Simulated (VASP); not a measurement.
Here is a VASP 6.6.1 calculation.

The input INCAR:

```
SYSTEM = AgCl
ALGO = Fast
EDIFF = 1E-6
ENCUT = 520
GGA = PE
ISIF = 2
ISMEAR = -5
LASPH = .TRUE.
LCHARG = .FALSE.
LREAL = .FALSE.
LWAVE = .FALSE.
NBANDS = 16
NELM = 100
PREC = Accurate
SIGMA = 0.1
```

Contents of KPOINTS:

```
k-points
0
G
  4 4 4
  0 0 0
```

The input POSCAR:

```
AgCl
1.0
    0.0000000000      2.7726629968      2.7726629968
    2.7726629968      0.0000000000      2.7726629968
    2.7726629968      2.7726629968      0.0000000000
Ag Cl
1 1
Direct
    0.0000000000      0.0000000000      0.0000000000
    0.5000000000      0.5000000000      0.5000000000
```

Potentials or basis: VASP PAW PBE potentials, release 64 (Ag, Cl).

The run is started by

```bash
$ cat potpaw_PBE.64/Ag/POTCAR potpaw_PBE.64/Cl/POTCAR > POTCAR
$ mpirun -np 1 vasp_std > vasp.out
```

Q: Estimate the pressure.

A: 1.6 GPa.

Q: What does it give for the band gap on the k mesh?

A: 0.90 eV, indirect (least direct gap 3.23 eV).

Caveat: the k mesh is coarse (spacing up to 0.49 Å⁻¹), so the values aren't converged. A k mesh can miss the band edges.
